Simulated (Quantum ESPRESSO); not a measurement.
The system is WS2.

```
W S
1.0
     0.00000    3.00794    3.00794
     3.00794    0.00000    3.00794
     3.00794    3.00794    0.00000
W S
1 2
Cartesian
  0.0000 0.0000 0.0000
  1.5040 1.5040 1.5040
  4.5119 4.5119 4.5119
```

Measurements of this composition are mostly on another form, of space group No. 194.

Base run:

- Program: Quantum ESPRESSO 7.5
- Functional: LDA
- Potentials or basis: GBRV 1.5 LDA
- Cutoff: 762 eV
- Density cutoff: 6095 eV
- k mesh: 6 × 6 × 6
- Occupations: gaussian, width 0.05 eV
- Spin: collinear spin, ferromagnetic start
- Starting moments: [2.0, 0.0, 0.0] μB
- Hubbard terms: W d U = 5 eV

Its results: band gap on the k mesh none (metal or under the smearing width); pressure -6.8 GPa; net moment 1.98 μB per cell; site moments W +1.53; S -0.10 μB.

Problem. The run is repeated on the same cell with these changes: hubbard terms from W d U = 5 eV to W d U = 4 eV. What comes out?

Solution. Band gap on the k mesh none (metal or under the smearing width); pressure -7.9 GPa; net moment 1.98 μB per cell; site moments W +1.47; S -0.07 μB.
